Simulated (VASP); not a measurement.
**Mo under strain**

Aim: follow the pressure of Mo through compression, expansion and shear. All runs use PBE. Left out of this account: 1 further run (self-consistent run: a reference on another mesh). The start is a cell from a database of measured crystal structures.

Main program and level: VASP 6.6.1; PBE; plane waves and PAW (Mo_sv).

## 1. The starting structure

The structure is cubic, space group Im-3m (No. 229). Conventional cell: a = 3.147 Å, b = 3.147 Å, c = 3.147 Å, α = 90.00°, β = 90.00°, γ = 90.00°. Nearest to Mo lie 8 Mo at 2.73 Å.

Structure file:

```
Mo
1.0
    -1.57342    1.57342    1.57342
     1.57342   -1.57342    1.57342
     1.57342    1.57342   -1.57342
Mo
1
Direct
  0.00000 0.00000 0.00000
```

## 2. Bands, cell as listed

The mesh alone shows little of the dispersion and can miss band extrema, so KPOINTS_OPT adds a path through the symmetry points after the self-consistent cycle. PBE, the usual starting point, adds the gradient of the density.

INCAR reads:

```
SYSTEM = Mo
PREC = Accurate
ENCUT = 400
EDIFF = 1E-06
NELM = 100
ISMEAR = -1
SIGMA = 0.05
LREAL = .FALSE.
ALGO = Normal
GGA = PE
NBANDS = 18
LASPH = .TRUE.
LORBIT = 11
LWAVE = .FALSE.
LCHARG = .FALSE.
KPAR = 2
```

POSCAR reads:

```
Mo
1.0
   -1.5734150000      1.5734150000      1.5734150000
    1.5734150000     -1.5734150000      1.5734150000
    1.5734150000      1.5734150000     -1.5734150000
Mo
1
Direct
    0.0000000000      0.0000000000      0.0000000000
```

KPOINTS reads:

```
Automatic mesh
0
Gamma
17 17 17
0 0 0
```

KPOINTS_OPT reads:

```
Line mode
16
Line-mode
Reciprocal
  0.00000000   0.00000000   0.00000000 GAMMA
  0.50000000  -0.50000000   0.50000000 H

  0.50000000  -0.50000000   0.50000000 H
  0.00000000   0.00000000   0.50000000 N

  0.00000000   0.00000000   0.50000000 N
  0.00000000   0.00000000   0.00000000 GAMMA

  0.00000000   0.00000000   0.00000000 GAMMA
  0.25000000   0.25000000   0.25000000 P

  0.25000000   0.25000000   0.25000000 P
  0.50000000  -0.50000000   0.50000000 H

  0.25000000   0.25000000   0.25000000 P
  0.00000000   0.00000000   0.50000000 N
```

PAW data sets: Mo_sv (PBE family, release 64).

Command:

```console
mpirun -np 2 vasp_std
```

Output:

```text
[banner, memory and clock lines left out]
running    2 mpi-ranks, on    1 nodes
 distrk:  each k-point on    1 cores,    2 groups
 distr:  one band on    1 cores,    1 groups

 POSCAR found type information on POSCAR Mo
 POSCAR found :  1 types and       1 ions
 LDA part: xc-table for (Slater+PW92), standard interpolation
 POSCAR, INCAR and KPOINTS ok, starting setup
 FFT: planning ... GRIDC
 FFT: planning ... GRID_SOFT
 FFT: planning ... GRID
 WAVECAR not read
 entering main loop
       N       E                     dE             d eps       ncg     rms          rms(c)
DAV:   1     0.851427124167E+02    0.85143E+02   -0.63583E+03  6100   0.661E+02
DAV:   2    -0.103749466016E+02   -0.95518E+02   -0.91463E+02  6758   0.226E+02
DAV:   3    -0.115883736292E+02   -0.12134E+01   -0.12092E+01  6816   0.253E+01
DAV:   4    -0.115908207186E+02   -0.24471E-02   -0.24470E-02  6642   0.131E+00
DAV:   5    -0.115908298861E+02   -0.91676E-05   -0.91676E-05  6614   0.732E-02    0.148E+01
DAV:   6    -0.110210543155E+02    0.56978E+00   -0.40987E-01  6186   0.742E+00    0.412E+00
DAV:   7    -0.109384640756E+02    0.82590E-01   -0.83563E-02  6486   0.331E+00    0.966E-01
DAV:   8    -0.109345462559E+02    0.39178E-02   -0.41489E-03  6330   0.588E-01    0.175E-01
DAV:   9    -0.109345779186E+02   -0.31663E-04   -0.90852E-05  7164   0.918E-02    0.774E-02
DAV:  10    -0.109345844066E+02   -0.64880E-05   -0.14645E-05  6488   0.373E-02    0.360E-03
DAV:  11    -0.109345850124E+02   -0.60578E-06   -0.16238E-07  3670   0.372E-03
   1 F= -.10934585E+02 E0= -.10932619E+02  d E =-.393243E-02
 Start KPOINTS_OPT (optional k-point list driver)
k-point batch [1-96\96]
       N       E                     dE             ncg
DAV:   1    -0.634258521528E+04   -0.54622E+05     3594
DAV:   2    -0.154294878278E+05   -0.90869E+04     3970
DAV:   3    -0.155393289104E+05   -0.10984E+03     4030
DAV:   4    -0.155395672687E+05   -0.23836E+00     3890
DAV:   5    -0.155395682646E+05   -0.99586E-03     3824
DAV:   6    -0.155395682720E+05   -0.73852E-05     3864
DAV:   7    -0.155395682721E+05   -0.15556E-06     2950
```

Run time: 10 s. Hardware: 2 MPI ranks of Intel Xeon Platinum 8488C (Sapphire Rapids), shared host; peak memory 0.29 GiB; 20 s of CPU time.

The logs omit lines about the potential files and the build; timing stands in the text.

From OUTCAR (step 2):

```text
ion  position               nearest neighbor table
   1  0.000  0.000  0.000-

  LATTYP: Found a body centered cubic cell.
 ALAT       =     3.1468300000

 Subroutine GETGRP returns: Found 48 space group operations
 (whereof 48 operations were pure point group operations)

The static configuration has the point symmetry O_h .

 Found    165 irreducible k-points:

   k-points           NKPTS =    165   k-points in BZ     NKDIM =    165   number of bands    NBANDS=     18

   dimension x,y,z NGX =    18 NGY =   18 NGZ =   18
   dimension x,y,z NGXF=    36 NGYF=   36 NGZF=   36

   ENCUT  =  400.0 eV  29.40 Ry    5.42 a.u.   4.44  4.44  4.44*2*pi/ulx,y,z

   NELECT =      14.0000    total number of electrons

 k-points in reciprocal lattice and weights: Automatic mesh
   0.00000000  0.00000000  0.00000000       0.000
   0.05882353  0.00000000  0.00000000       0.002
   0.11764706  0.00000000  0.00000000       0.002
   0.17647059  0.00000000  0.00000000       0.002
   0.23529412  0.00000000  0.00000000       0.002
   0.29411765  0.00000000  0.00000000       0.002
   0.35294118  0.00000000  0.00000000       0.002
   0.41176471  0.00000000  0.00000000       0.002
   0.47058824  0.00000000  0.00000000       0.002
[...]
-0.47058824 -0.47058824  0.41176471       0.002
  -0.47058824  0.47058824  0.47058824       0.001

 average (electrostatic) potential at core
       1 -69.1357

 E-fermi :  12.6893

 k-point     1 :       0.0000    0.0000    0.0000
  band No.  band energies     occupation
    ...
      4     -21.8991      2.00000
      5       5.4000      2.00000
      6      11.2721      2.00000
      7      11.2721      2.00000
      8      11.2721      2.00000
      9      14.3105      0.00000
     10      14.3105      0.00000
     11      27.4848      0.00000
     12      27.4848      0.00000
     13      27.4848      0.00000
    ...

 k-point     2 :       0.0588    0.0000    0.0000
  band No.  band energies     occupation
    ...
      4     -21.8986      2.00000
      5       5.5542      2.00000
      6      11.1852      2.00000
      7      11.2584      2.00000
      8      11.4171      2.00000
      9      14.1811      0.00000
     10      14.3134      0.00000
     11      27.6013      0.00000
     12      27.7448      0.00000
     13      27.7918      0.00000
    ...

 k-point     3 :       0.1176    0.0000    0.0000
  band No.  band energies     occupation
    ...
      4     -21.8997      2.00000
      5       5.9912      2.00000
      6      10.9452      2.00000
      7      11.1948      2.00000
      8      11.8436      2.00000
      9      13.9065      0.00000
     10      14.3262      0.00000
     11      27.8704      0.00000
     12      28.4995      0.00000
     13      28.5352      0.00000
    ...

  Total        0.3164523      0.3164523      0.3164523     -0.0000000     -0.0000000      0.0000000
  in kB       32.5408606     32.5408606     32.5408606     -0.0000000     -0.0000000      0.0000000
  external PRESSURE =      32.5408606 kB  Pullay stress =       0.0000000 kB

  energy-cutoff  :      400.00
  volume of cell :       15.58
      direct lattice vectors                 reciprocal lattice vectors
    -1.573415000  1.573415000  1.573415000     0.000000000  0.317780115  0.317780115
     1.573415000 -1.573415000  1.573415000     0.317780115  0.000000000  0.317780115
     1.573415000  1.573415000 -1.573415000     0.317780115  0.317780115  0.000000000

 POSITION                                       TOTAL-FORCE (eV/Angst)
 -----------------------------------------------------------------------------------
      0.00000      0.00000      0.00000         0.000000      0.000000      0.000000
 -----------------------------------------------------------------------------------
    total drift:                                0.000000      0.000000      0.000000

  FREE ENERGIE OF THE ION-ELECTRON SYSTEM (eV)
  ---------------------------------------------------
  free  energy   TOTEN  =       -10.9345850124 eV

  energy  without entropy=      -10.9306525803  energy(sigma->0) =      -10.93261880

 total charge
# of ion       s       p       d       tot
------------------------------------------
    1        2.384   6.210   3.914  12.507

[... 3 further parts left out ...]
```

Spin-orbit coupling is off here; it would split degenerate levels. At this level the cell is under a pressure of 3.3 GPa, so at these settings it is away from equilibrium.

This step gave:

```
SCF cycles              : 11
electrons               : 14
bands                   : 18
irreducible k-points    : 165
symmetry operations     : 48
free energy (TOTEN)     : -10.93 eV
energy at zero smearing : -10.93 eV
Fermi energy            : 12.69 eV
pressure                : 3.254 GPa
metallic                : yes
```

Electronic bands along the path, in eV, zero at the Fermi level; # counts the bands kept, so #1 is VASP's band 5:

| point | #1 | #2 | #3 | #4 | #5 | #6 |
| --- | --- | --- | --- | --- | --- | --- |
| Γ | -7.29 | -1.42 | -1.42 | -1.42 | 1.62 | 1.62 |
| 0.47 of the way | -3.98 | -2.38 | -0.85 | -0.85 | 0.56 | 3.21 |
| H | -5.51 | -5.51 | 3.95 | 3.95 | 3.95 | 9.05 |
| 0.47 of the way | -4.48 | -3.65 | -0.49 | 0.42 | 4.28 | 7.77 |
| N | -5.39 | -3.46 | 1.60 | 1.65 | 2.28 | 4.72 |
| 0.47 of the way | -5.21 | -2.66 | -1.52 | 1.14 | 1.31 | 1.82 |
| Γ | -7.29 | -1.42 | -1.42 | -1.42 | 1.62 | 1.62 |
| 0.47 of the way | -4.51 | -2.73 | -2.73 | 1.58 | 1.58 | 2.62 |
| P | -2.67 | -2.67 | -2.67 | 2.41 | 2.41 | 9.59 |
| 0.53 of the way | -3.41 | -3.41 | -2.58 | 2.33 | 2.33 | 10.40 |
| H | -5.51 | -5.51 | 3.95 | 3.95 | 3.95 | 9.05 |
| jump to P | -2.67 | -2.67 | -2.67 | 2.41 | 2.41 | 9.59 |
| 0.53 of the way | -4.31 | -3.44 | -0.44 | 1.96 | 2.34 | 7.39 |
| N | -5.39 | -3.46 | 1.60 | 1.65 | 2.28 | 4.72 |

The electronic bands as a text plot (rows in eV, shown from -7.3 to 1.4 only):

```
    1.2 | *    * *          *    * **
    0.8 |               *     *   *      *
    0.5 |  *  *            *   *                        *      *
    0.1 |    *  *       *** *     *
   -0.2 |   *                      *                          *
   -0.6 |   *  *                *       *              *
   -1.0 |  * **                     *  *                     *
   -1.3 |****            * *        ***
   -1.7 |    *                   ****  **             *     *
   -2.0 |                 *        *     *
   -2.4 |     *           *       *       *  *** ***       *
   -2.8 |                  *     *         *   **   *      *
   -3.1 |      *         *  *  **           ***  *   *      *
   -3.5 |       *            **             *       *        ****
   -3.9 |     ***                          *      **  *      *
   -4.2 |        *      *                              *
   -4.6 |    *   *      ***                             *     *
   -4.9 |         *    *   *    *         *                    *
   -5.3 |          ****     **** *                       **     *
   -5.7 |                         *      *
   -6.0 |   *                      *
   -6.4 |  *
   -6.7 | *                         *   *
   -7.1 |*                           ***
         Γ           H       N        Γ         P        H|P    N
```

There is no gap at this level.

## 3. Bands, volume times 1.04

The cell is expanded evenly, with fractional positions held.

INCAR is that of step 2.

POSCAR reads:

```
Mo
1.0
   -1.5941202034      1.5941202034      1.5941202034
    1.5941202034     -1.5941202034      1.5941202034
    1.5941202034      1.5941202034     -1.5941202034
Mo
1
Direct
    0.0000000000      0.0000000000      0.0000000000
```

KPOINTS is that of step 2.

KPOINTS_OPT is that of step 2.

Command:

```console
mpirun -np 2 vasp_std
```

Output:

```text
[... set-up lines as in an earlier step ...]
 entering main loop
       N       E                     dE             d eps       ncg     rms          rms(c)
DAV:   1     0.833796263650E+02    0.83380E+02   -0.63887E+03  6108   0.659E+02
DAV:   2    -0.104187769183E+02   -0.93798E+02   -0.89924E+02  6752   0.224E+02
DAV:   3    -0.116202195720E+02   -0.12014E+01   -0.11965E+01  6914   0.251E+01
DAV:   4    -0.116227322457E+02   -0.25127E-02   -0.25126E-02  6650   0.132E+00
DAV:   5    -0.116227423023E+02   -0.10057E-04   -0.10055E-04  6682   0.763E-02    0.135E+01
DAV:   6    -0.110168102699E+02    0.60593E+00   -0.44412E-01  6180   0.767E+00    0.349E+00
DAV:   7    -0.109351578048E+02    0.81652E-01   -0.81037E-02  6466   0.323E+00    0.104E+00
DAV:   8    -0.109311650427E+02    0.39928E-02   -0.42354E-03  6366   0.595E-01    0.193E-01
DAV:   9    -0.109312135341E+02   -0.48491E-04   -0.98466E-05  7150   0.938E-02    0.774E-02
DAV:  10    -0.109312216641E+02   -0.81300E-05   -0.14383E-05  6494   0.352E-02    0.534E-03
DAV:  11    -0.109312222364E+02   -0.57226E-06   -0.13398E-07  3736   0.325E-03
   1 F= -.10931222E+02 E0= -.10929191E+02  d E =-.406308E-02
 Start KPOINTS_OPT (optional k-point list driver)
k-point batch [1-96\96]
       N       E                     dE             ncg
DAV:   1    -0.687457923318E+04   -0.54515E+05     3544
DAV:   2    -0.158611134192E+05   -0.89865E+04     3986
DAV:   3    -0.159711559410E+05   -0.11004E+03     4036
DAV:   4    -0.159714048567E+05   -0.24892E+00     3878
DAV:   5    -0.159714059765E+05   -0.11198E-02     3908
DAV:   6    -0.159714059855E+05   -0.89935E-05     3832
DAV:   7    -0.159714059856E+05   -0.16791E-06     2954
```

The job ended after 11 s (2 MPI ranks; peak memory 0.29 GiB; 21 s of CPU time).

From OUTCAR (step 3):

```text
  LATTYP: Found a body centered cubic cell.
 ALAT       =     3.1882404068

The static configuration has the point symmetry O_h .

 Found    165 irreducible k-points:

   ENCUT  =  400.0 eV  29.40 Ry    5.42 a.u.   4.50  4.50  4.50*2*pi/ulx,y,z

   NELECT =      14.0000    total number of electrons

 E-fermi :  12.0440

 k-point     1 :       0.0000    0.0000    0.0000
  band No.  band energies     occupation
    ...
      4     -22.6075      2.00000
      5       4.9096      2.00000
      6      10.7215      2.00000
      7      10.7215      2.00000
      8      10.7215      2.00000
      9      13.6160      0.00000
     10      13.6160      0.00000
     11      26.7992      0.00000
     12      26.7992      0.00000
     13      26.7992      0.00000
    ...

 k-point     2 :       0.0588    0.0000    0.0000
  band No.  band energies     occupation
    ...
      4     -22.6077      2.00000
      5       5.0572      2.00000
      6      10.6396      2.00000
      7      10.7085      2.00000
      8      10.8584      2.00000
      9      13.4963      0.00000
     10      13.6185      0.00000
     11      26.9069      0.00000
     12      27.0466      0.00000
     13      27.0760      0.00000
    ...

  Total       -0.6802800     -0.6802800     -0.6802800      0.0000000      0.0000000      0.0000000
  in kB      -67.2628244    -67.2628244    -67.2628244      0.0000000      0.0000000      0.0000000
  external PRESSURE =     -67.2628244 kB  Pullay stress =       0.0000000 kB

  energy-cutoff  :      400.00
  volume of cell :       16.20
      direct lattice vectors                 reciprocal lattice vectors
    -1.594120203  1.594120203  1.594120203     0.000000000  0.313652634  0.313652634
     1.594120203 -1.594120203  1.594120203     0.313652634  0.000000000  0.313652634
     1.594120203  1.594120203 -1.594120203     0.313652634  0.313652634  0.000000000

 POSITION                                       TOTAL-FORCE (eV/Angst)
 -----------------------------------------------------------------------------------
      0.00000      0.00000      0.00000        -0.000000     -0.000000     -0.000000
 -----------------------------------------------------------------------------------
    total drift:                                0.000000      0.000000      0.000000

  FREE ENERGIE OF THE ION-ELECTRON SYSTEM (eV)
  ---------------------------------------------------
  free  energy   TOTEN  =       -10.9312222364 eV

  energy  without entropy=      -10.9271591556  energy(sigma->0) =      -10.92919070

 total charge
# of ion       s       p       d       tot
------------------------------------------
    1        2.370   6.196   3.854  12.419

[... 4 parts as in an earlier step ...]

[... 6 further parts left out ...]
```

This step gave:

```
Fermi energy : 12.04 eV
pressure     : -6.726 GPa
```

Electronic bands along the path, in eV, zero at the Fermi level; # counts the bands kept, so #1 is VASP's band 5:

| point | #1 | #2 | #3 | #4 | #5 | #6 |
| --- | --- | --- | --- | --- | --- | --- |
| Γ | -7.13 | -1.32 | -1.32 | -1.32 | 1.57 | 1.57 |
| 0.53 of the way | -3.58 | -2.85 | -0.42 | -0.42 | 1.07 | 3.43 |
| H | -5.19 | -5.19 | 3.75 | 3.75 | 3.75 | 8.77 |
| 0.47 of the way | -4.23 | -3.45 | -0.44 | 0.42 | 4.06 | 7.44 |
| N | -5.13 | -3.26 | 1.48 | 1.58 | 2.18 | 4.47 |
| 0.47 of the way | -5.07 | -2.49 | -1.46 | 1.11 | 1.26 | 1.76 |
| Γ | -7.13 | -1.32 | -1.32 | -1.32 | 1.57 | 1.57 |
| 0.47 of the way | -4.44 | -2.57 | -2.57 | 1.53 | 1.53 | 2.49 |
| P | -2.56 | -2.56 | -2.56 | 2.30 | 2.30 | 9.20 |
| 0.47 of the way | -3.04 | -2.82 | -2.82 | 2.08 | 2.08 | 9.91 |
| H | -5.19 | -5.19 | 3.75 | 3.75 | 3.75 | 8.77 |
| jump to P | -2.56 | -2.56 | -2.56 | 2.30 | 2.30 | 9.20 |
| 0.47 of the way | -3.85 | -3.23 | -0.80 | 1.94 | 2.24 | 7.58 |
| N | -5.13 | -3.26 | 1.48 | 1.58 | 2.18 | 4.47 |

The electronic bands as a text plot (rows in eV, shown from -7.1 to 1.4 only):

```
    1.2 | *    * *          *    * **
    0.8 |               *     *   *
    0.5 |  *  *           **   *         *              *      *
    0.1 |    *  *       **  *     *
   -0.2 |   *                      *                          *
   -0.6 |   *  *                *       *              *
   -0.9 |  * **          *          *  *                     *
   -1.3 |****              *     *  ****
   -1.7 |    *            *       ***   *             *     *
   -2.0 |                 *       **     *    *   **
   -2.4 |     *            *     *        *  * * *  *      *
   -2.7 |      *                *          *   **    *     *
   -3.1 |                *  * **            ***  *   *      **
   -3.4 |      **            *              *     * *        ****
   -3.8 |     *         *                  *       *  *
   -4.1 |        *       *                             *
   -4.5 |    *   **    ** **                            *     *
   -4.8 |         **  **    *  **                        *     *
   -5.2 |           **       **  *        *               *     *
   -5.5 |                         *      *
   -5.9 |   *                      *
   -6.3 |  *
   -6.6 | *                         *   *
   -7.0 |*                           ***
         Γ           H       N        Γ         P        H|P    N
```

 The pressure is -6.73 GPa.

Of the bands kept, 3 cross the Fermi level on this path.

(Continued in part 2 of 3.)

[Lines on the potential files, build, host, timing and source positions are cut from VASP's logs without a mark.]

[Logs are printed without paths, hosts, clocks, repeated set-up lines and the standing remarks that a program may print on its own settings, such as how far it seeks lower states.]

[Hosts, paths, dates, database ids (printed as entryN), source tags and the programs' standing remarks are cut or masked in the printed files.]

[A measured line is paired with the nearest computed mode of its activity, which favours agreement.]
